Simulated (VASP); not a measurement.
ZnS (Wurtzite-2H):

```xyz
4
Lattice="3.8110 0.0000 0.0000 -1.9055 3.3004 0.0000 0.0000 0.0000 6.2340" Properties=species:S:1:pos:R:3 pbc="T T T"
Zn    1.9055    1.1001    3.1170
Zn    0.0000    2.2003    0.0000
S     1.9055    1.1001    5.5171
S     0.0000    2.2003    2.4001
```

Base run:

| Quantity | Value |
| --- | --- |
| Program | VASP 6.6.1 |
| Functional | PBEsol |
| Potentials or basis | VASP PAW PBE potentials, release 64 (Zn, S) |
| Cutoff | 520 eV |
| k mesh | 8 × 8 × 5 |
| Occupations | fermi-dirac, width 0.05 eV |
| Spin | no spin polarisation |

Its results: band gap on the k mesh 2.12 eV, direct.

Task: The run is repeated on the same cell with these changes: functional from PBEsol to LAK; further incar settings from ALGO = Fast; EDIFF = 1e-06; NBANDS = 26 to ALGO = Normal; EDIFF = 1e-06. What comes out?

Result: Band gap on the k mesh 3.32 eV, direct.
